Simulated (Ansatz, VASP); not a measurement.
## Ta: VASP beside Ansatz

```xyz
1
Lattice="-1.6549 1.6549 1.6549 1.6549 -1.6549 1.6549 1.6549 1.6549 -1.6549" Properties=species:S:1:pos:R:3 pbc="T T T"
Ta    0.0000    0.0000    0.0000
```

Alike in both runs: task relaxation of cell and atoms; functional PBE; k mesh 18 × 18 × 18; occupations gaussian, width 0.1 eV; no spin polarisation.

|  | VASP | Ansatz |
| --- | --- | --- |
| version | VASP 6.6.1 | Ansatz 0.2.0 |
| potentials or method | VASP PAW PBE potentials, release 64 (Ta_pv) | scalar-relativistic, plane waves, PAW |
| plane-wave cutoff (eV) | 600 | 420 |
| valence electrons in the cell | 11 | 13 |

```tsv
	VASP	Ansatz	Ansatz less VASP
gap on the k mesh at the Fermi level, each at its own relaxed structure (eV)	none	none	-
relaxed volume (Å³/atom)	18.29	18.28	-0.010
relaxed cell length with the largest relative difference (Å)	2.875	2.874	-0.0005
```

A gap of «none» marks a metal or a gap that the smearing closes. The two sets of potentials don't hold the same shells in valence.

Spin-orbit coupling is left out, which matters for the levels of Ta.
